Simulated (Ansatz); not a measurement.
The system is TiSi2.

```
Ti Si
1.0
     0.00000    4.11752    4.26290
     2.38951    0.00000    4.26290
     2.38951    4.11752    0.00000
Ti Si
2 4
Direct
  0.75000 0.75000 0.75000
  0.50000 0.50000 0.50000
  0.41257 0.08743 0.41257
  0.08743 0.41257 0.08743
  0.16257 0.83743 0.16257
  0.83743 0.16257 0.83743
```

The cell is a database's computed one.

- Program: Ansatz 0.2.0
- Task: relaxation of cell and atoms
- Functional: BLYP
- Potentials or basis: Ansatz PAW
- Cutoff: 420 eV (not typed: the program's choice for these potentials)
- k mesh: 5 × 5 × 5
- Occupations: fermi-dirac, width 0.05 eV
- Spin: no spin polarisation

At the start: volume 13.98 Å³/atom.

Where does the relaxation end?

It ends after 9 steps and the volume is 14.96 Å³/atom (+7.0 %); space group Fddd (No. 70, to 0.05 Å).

The path:
| step | energy change (eV) | largest force (eV/Å) | volume (Å³) |
| --- | --- | --- | --- |
| 1 | 0.0000 | 0.0389 | 83.88 |
| 2 | -0.1502 | 0.0176 | 89.71 |
| 3 | -0.1521 | 0.0124 | 89.76 |
| 4 | -0.1523 | 0.0134 | 89.74 |
| 5 | -0.1524 | 0.0070 | 89.74 |
| 6 | -0.1525 | 0.0003 | 89.73 |
| 7 | -0.1551 | 0.0000 | 89.73 |
| 8 | -0.1551 | 0.0000 | 89.77 |
| 9 | -0.1551 | 0.0000 | 89.77 |

Final structure:
```
Ti Si
1.0
     0.00000    4.23795    4.33640
     2.44234    0.00000    4.33640
     2.44234    4.23795    0.00000
Ti Si
2 4
Direct
  0.75000 0.75000 0.75000
  0.50000 0.50000 0.50000
  0.41073 0.08927 0.41073
  0.08927 0.41073 0.08927
  0.16073 0.83927 0.16073
  0.83927 0.16073 0.83927
```

Caveat: the plane-wave basis is chosen anew once the cell has moved, so the energies of steps on either side of that aren't comparable; the PAW data sets come from PBE, with cores solved anew for the run's functional, which leaves a small shift of forces and pressure.
